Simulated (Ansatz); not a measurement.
The system is NiO.

```
Ni O
1.0
     0.00000    2.08590    2.08590
     2.08590    0.00000    2.08590
     2.08590    2.08590    0.00000
Ni O
1 1
Direct
  0.00000 0.00000 0.00000
  0.50000 0.50000 0.50000
```

Base run:

| Item | Value |
| --- | --- |
| Program | Ansatz 0.2.0 |
| Functional | HSE06 |
| Potentials or basis | Ansatz PAW |
| Cutoff | 420 eV (not typed: the program's choice for these potentials) |
| k mesh | 8 × 8 × 8 |
| Occupations | fermi-dirac, width 0.05 eV |
| Spin | collinear spin, ferromagnetic start |
| Starting moments | [1.0, 0.0] μB |

Its results: band gap on the k mesh 3.03 eV, indirect (least direct gap 4.15 eV); pressure 3.4 GPa; net moment 2.00 μB per cell; site moments Ni +1.73; O +0.24 μB.

Problem. The run is repeated on the same cell with these changes: functional from HSE06 to PBE0. What comes out?

Solution. Band gap on the k mesh 3.79 eV, indirect (least direct gap 4.93 eV); pressure 3.3 GPa; net moment 2.00 μB per cell; site moments Ni +1.73; O +0.24 μB.

Caveats: the magnetic or orbital state may not be the lowest; a cell with one magnetic atom can't hold antiferromagnetic order, which such compounds often take; the PAW data sets come from PBE, with cores solved anew for the run's functional, which leaves a small shift of forces and pressure; the thresholds are loose for stress.
